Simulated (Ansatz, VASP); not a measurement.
# Two plane-wave programs on Bi

```
CELL_PARAMETERS angstrom
0.00000 3.69045 3.69045
3.69045 0.00000 3.69045
3.69045 3.69045 0.00000
ATOMIC_POSITIONS crystal
Bi 0.12500 0.12500 0.12500
Bi 0.87500 0.87500 0.87500
```

Alike in both runs: functional RPBE; k mesh 8 × 8 × 8; occupations fermi-dirac, width 0.1 eV; no spin polarisation.

Ansatz relaxed the structure, and its values are those at the end. VASP's run is a single point on that final structure, the one shown.

```csv
,VASP,Ansatz
version,VASP 6.6.1,Ansatz 0.2.0
potentials or method,"VASP PAW PBE potentials, release 64 (Bi_d)","plane waves (420 eV) with PAW, scalar-relativistic"
plane-wave cutoff (eV),520,420
valence electrons in the cell,30,30
```

|  | VASP | Ansatz | Ansatz less VASP |
| --- | --- | --- | --- |
| pressure (GPa) | 0.0 | 0.0 | +0.05 |

Caveats: the PAW data sets were made with another functional, which shifts forces and pressure a little (VASP).
